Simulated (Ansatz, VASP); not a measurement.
## As: VASP beside Ansatz

```
As
1.0
     0.00000    2.11791    2.11791
     2.11791    0.00000    2.11791
     2.11791    2.11791    0.00000
As
1
Direct
  0.00000 0.00000 0.00000
```

Alike in both runs: task relaxation of cell and atoms; functional PBE; k mesh 17 × 17 × 17; occupations fermi-dirac, width 0.05 eV; no spin polarisation.

```csv
,VASP,Ansatz
version,VASP 6.6.1,Ansatz 0.2.0
potentials or method,"VASP PAW PBE potentials, release 64 (As)","PAW with Ansatz's default frozen-core files, scalar-relativistic"
plane-wave cutoff (eV),600,420
valence electrons in the cell,5,15
```

VASP gave:

* relaxed volume (Å³/atom): 19.35
* relaxed cell length with the largest relative difference (Å): 3.013
* energy change over the relaxation (meV/atom): -2

**Question.** What did Ansatz give for the same quantities?

**Answer.** Relaxed volume (Å³/atom): 19.34; relaxed cell length with the largest relative difference (Å): 3.013; energy change over the relaxation (meV/atom): -1.

The two sets of potentials don't hold the same shells in valence.
